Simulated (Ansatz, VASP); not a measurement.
**TiB2: VASP beside Ansatz**

Contents of INCAR:

```
ALGO     = Normal         # electronic algorithm
EDIFF    = 1E-8           # SCF threshold, eV
ENCUT    = 520            # plane-wave cutoff, eV
GGA      = PS             # functional
ISIF     = 2              # what is computed and relaxed
ISMEAR   = -1             # smearing method
LASPH    = T              # aspherical terms in the spheres
LCHARG   = F              # write CHGCAR
LEFG     = T            
LREAL    = F              # projectors in reciprocal space
LWAVE    = F              # write WAVECAR
NBANDS   = 16             # bands
NELM     = 60             # most SCF steps
PREC     = Accurate       # precision mode
SIGMA    = 0.08           # smearing width, eV
```

KPOINTS

```
k-points
0
Gamma
  15 15 13
```

Contents of POSCAR:

```
TiB2
1.0
    2.9383222556      0.0000000000      0.0000000000
   -1.4691611278      2.5446617178      0.0000000000
    0.0000000000      0.0000000000      3.2284000000
Ti B
1 2
Direct
    0.0000000000      0.0000000000      0.0000000000
    0.3333333333      0.6666666667      0.5000000000
    0.6666666667      0.3333333333      0.5000000000
```

Input for Ansatz:

```yaml
crystal:
  lattice:
    - [2.9383222556, 0.0, 0.0]
    - [-1.4691611278, 2.5446617178, 0.0]
    - [0.0, 0.0, 3.2284]
  atoms:
    - { symbol: Ti, position: [0.0, 0.0, 0.0] }
    - { symbol: B, position: [0.3333333333, 0.6666666667, 0.5] }
    - { symbol: B, position: [0.6666666667, 0.3333333333, 0.5] }
kpoints:
  mp_grid: { grid: [15, 15, 13] }
scf:
  occupations: { method: fermi_dirac, width: 0.08 }
hamiltonian:
  xc: pbesol
  pseudopotentials: { kind: all_electron, datasets: crystal }
output:
  forces: true
  stress: true
  eigenvalues: true
  efg: { contact_densities: true }
```

Change from the starting cell: equal xx and yy strain of -3 %, crystal datasets.

Alike in both runs: task electric field gradients; functional PBEsol; k mesh 15 × 15 × 13; occupations fermi-dirac, width 0.08 eV; no spin polarisation.

```csv
,VASP,Ansatz
version,VASP 6.6.1,Ansatz 0.2.0
potentials or method,"VASP PAW PBE potentials, release 64 (Ti_sv, B)","all-electron PAW with datasets made for the crystal, scalar-relativistic"
plane-wave cutoff (eV),520,see its input
```

Ansatz gave:

- pressure (GPa): 13.2
- largest component of the traceless stress (GPa): 13.74
- Vzz of the field gradient on the site that differs most (V/Å²): 27.1

Question: What did VASP give for the same quantities?

Answer: Pressure (GPa): 13.6; largest component of the traceless stress (GPa): 13.87; Vzz of the field gradient on the site that differs most (V/Å²): 23.7.

Ansatz ran all-electron here, so the differences hold the error of VASP's frozen core and of both bases.

Caveats: the PAW data sets were made with another functional, which shifts forces and pressure a little (VASP).
